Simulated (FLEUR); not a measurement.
# CdSe under changes of volume

One of the cells (28.942 Å³/atom); the others are scaled copies at fixed shape and fractional positions:

```
Cd Se
1.0
     0.00000    3.07027    3.07027
     3.07027    0.00000    3.07027
     3.07027    3.07027    0.00000
Cd Se
1 1
Direct
  0.00000 0.00000 0.00000
  0.25000 0.25000 0.25000
```

Measurements of this composition are mostly on another form, of space group No. 186.

```yaml
Program: FLEUR MaX-R8.1 (later development tree)
Functional: Wu-Cohen GGA
Potentials_or_basis: all-electron
Basis: FLAPW
Kmax: 4.73 1/bohr
k_mesh: 8 × 8 × 8
Occupations: fermi-dirac, width 0.05 eV
Spin: no spin polarisation
```

```tsv
volume (Å³/atom)	energy over the lowest point (meV/atom)	gap on the mesh (eV)
27.206	4.77	0.51
27.784	0.00	0.47
28.942	2.53	0.39
30.100	18.39	0.32
30.679	?	?
```

Q: What does the run at 30.679 Å³/atom give?

A: Energy over the lowest point 30.39 meV/atom; gap on the mesh 0.28 eV.

Worked out: A Birch-Murnaghan fit of order 2 (a polynomial in V^(-2/3)) to the other rows has its minimum at 28.16 Å³/atom with B0 = V·E''(V) = 52 GPa. It gives 30.58 meV/atom at 30.679 Å³/atom, against the run's 30.39. A straight line through the other rows of the gap, of slope -1.89 eV per unit of ln V (its deformation potential), extrapolates to 0.28 eV, against the run's 0.28.

Energies are extrapolated to zero smearing.

Spin-orbit coupling on Cd, Se is left out.
